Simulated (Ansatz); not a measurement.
Set up this calculation in Ansatz 0.2.0, as the native input.

```
Task                : single point
Functional          : PBE
Potentials or basis : Ansatz PAW
Cutoff              : 420 eV (not typed: the program's choice for these potentials)
k mesh              : 5 × 6 × 5
Occupations         : fermi-dirac, width 0.05 eV
Spin                : no spin polarisation
```

HfO2:

```xyz
12
Lattice="5.2195 0.0000 0.0000 0.0000 5.0048 0.0000 0.0000 0.0000 5.0327" Properties=species:S:1:pos:R:3 pbc="T T T"
Hf    5.0197    3.6641    3.7182
Hf    2.7781    3.6841    1.2170
Hf    2.4454    1.3584    3.7953
Hf    0.1942    1.3100    1.2622
O     3.2763    4.6378    4.4327
O     4.5326    4.6598    1.9304
O     1.2521    2.6660    2.5159
O     1.4413    2.7087    4.9743
O     3.9913    2.2802    5.0000
O     3.8785    2.2804    2.4541
O     0.6482    0.3194    4.3952
O     1.8792    0.3641    1.9204
```

The cell comes from a database or a generator and needn't be the stable form of this composition.

The cell isn't the ideal one: atoms moved at random, drawn with an rms of 0.05 Å.

One way to write it, as run:

input.yaml

```yaml
crystal:
  lattice:
    - [5.21946336, 0.0, 0.0]
    - [0.0, 5.00476369, 0.0]
    - [0.0, 0.0, 5.03268505]
  atoms:
    - { symbol: Hf, position: [0.961736, 0.732124, 0.738807] }
    - { symbol: Hf, position: [0.532267, 0.736118, 0.24181] }
    - { symbol: Hf, position: [0.468508, 0.271421, 0.754133] }
    - { symbol: Hf, position: [0.037215, 0.261747, 0.250796] }
    - { symbol: O, position: [0.627699, 0.926677, 0.880787] }
    - { symbol: O, position: [0.868412, 0.931074, 0.383574] }
    - { symbol: O, position: [0.239893, 0.532692, 0.499916] }
    - { symbol: O, position: [0.276144, 0.541232, 0.988407] }
    - { symbol: O, position: [0.76469, 0.455605, 0.9935] }
    - { symbol: O, position: [0.743075, 0.455651, 0.48763] }
    - { symbol: O, position: [0.124187, 0.063824, 0.873322] }
    - { symbol: O, position: [0.360041, 0.072751, 0.381578] }
hamiltonian:
  xc: pbe
  pseudopotentials: { kind: paw }
kpoints:
  mp_grid: { grid: [5, 6, 5] }
scf:
  occupations: { method: fermi_dirac, width: 0.05 }
output:
  forces: true
  stress: true
  eigenvalues: true
```

Potentials or basis: Ansatz PAW.

Launch:

```bash
$ ansatz run input.yaml --threads 4 --pin off --max-ram 11264MiB --backend cpu --events-out ev --progress --plain --runs-dir out
```

Results of the run:

```
Pressure               : 10.5 GPa
Largest force          : 1.253 eV/Å
Band gap on the k mesh : 4.40 eV, indirect (least direct gap 4.69 eV)
```

Caveat: odd divisions of the mesh miss points on the zone boundary, where band edges often lie, so the gap on the mesh can be too wide; the pressure holds a Pulay correction of +0.8 GPa for the finite cutoff; spin-orbit coupling is left out, which moves the levels of the heavy elements.

Wall time 28 s on 4 threads of Arm Neoverse V1 (shared host), peak memory 0.95 GiB.
